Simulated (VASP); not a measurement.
Write the native input for VASP 6.6.1 that does the following.

```yaml
Task: relaxation of cell and atoms
Functional: PBE
Potentials_or_basis: VASP PAW PBE potentials, release 64 (Ti_sv, Al)
Cutoff: 600 eV
k_mesh: 14 × 14 × 14
Occupations: gaussian, width 0.1 eV
Spin: no spin polarisation
Dipole_correction: no
Further_INCAR_settings: ALGO = Normal; EDIFF = 1e-06; IBRION = 2; EDIFFG = -0.005; NSW = 100; ISIF = 3
```

The structure of TiAl lies in POSCAR:

```
TiAl
1.0
    3.1842827061      0.0000000000      0.0000000000
    0.0000000000      3.1842827061      0.0000000000
    0.0000000000      0.0000000000      3.1842827061
Ti Al
1 1
Direct
    0.5000000000      0.5000000000      0.5000000000
    0.0000000000      0.0000000000      0.0000000000
```

The input as run:

INCAR

```
ALGO = Normal
EDIFF = 1E-6
EDIFFG = -0.005
ENCUT = 600
GGA = PE
IBRION = 2
ISIF = 3
ISMEAR = 0
LASPH = True
LCHARG = False
LREAL = False
LWAVE = False
NELM = 100
NSW = 100
PREC = Accurate
SIGMA = 0.1
```

KPOINTS

```
k-points
0
Gamma
  14 14 14
```

Potentials or basis: VASP PAW PBE potentials, release 64 (Ti_sv, Al).

Launch:

```sh
$ cat potpaw_PBE.64/Ti_sv/POTCAR potpaw_PBE.64/Al/POTCAR > POTCAR
$ mpirun -np 1 vasp_std > vasp.out
```

Results of the run:

```yaml
Relaxed_volume: 16.16 Å³/atom
Relaxed_cell: a = 3.185 Å, b = 3.185 Å, c = 3.185 Å, α = 90.00°, β = 90.00°, γ = 90.00°
Space_group_after_relaxing_to_0.05_Å: Pm-3m (No. 221)
Energy_gained_by_relaxing: 0.0 meV/atom
Ionic_steps: 4
Pressure_after_relaxing: 0.0 GPa
Band_gap_on_the_k_mesh: none (metal or under the smearing width)
```

Wall time 100 s on 1 thread of AMD EPYC 7R13 Processor (Zen 3), with other jobs on the host, peak memory 0.18 GiB.
